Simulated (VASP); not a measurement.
Input of a VASP 6.6.1 run:

The input INCAR:

```
SYSTEM = TaAs
PREC = Accurate ; ENCUT = 520
EDIFF = 1E-6 ; ISMEAR = 0
SIGMA = 0.05 ; LREAL = .False.
LASPH = .True. ; NELM = 80
ALGO = Normal ; ISIF = 2
LWAVE = .False. ; LCHARG = .False.
GGA = RP ; IBRION = 2
NSW = 60 ; EDIFFG = -0.005
```

Contents of KPOINTS:

```
Automatic mesh
0
Gamma
  7 7 5
  0 0 0
```

File POSCAR:

```
TaAs
1.0
    4.3770600000      0.0000000000      0.0000000000
   -2.1885300000      3.7906500000      0.0000000000
    0.0000000000      0.0000000000      5.1254300000
Ta As
2 2
Direct
    0.6666700000      0.3333300000      0.7500000000
    0.3333300000      0.6666700000      0.2500000000
    0.3333300000      0.6666700000      0.7500000000
    0.6666700000      0.3333300000      0.2500000000
```

Potentials or basis: VASP PAW PBE potentials, release 64 (Ta_pv, As).

Run with:

```sh
$ cat potpaw_PBE.64/Ta_pv/POTCAR potpaw_PBE.64/As/POTCAR > POTCAR
$ mpirun -np 1 vasp_std > vasp.out
```

What does it give for the band gap on the k mesh?

None (metal or under the smearing width).

Stress tensor (GPa, compression positive):
```
6.52 0.00 0.00
0.00 6.52 0.00
0.00 0.00 6.95
```

Caveat: the relaxation stopped at its first step, so nothing moved; the PAW data sets were made with another functional, which shifts forces and pressure a little. Spin-orbit coupling is left out, which matters for the levels of Ta.
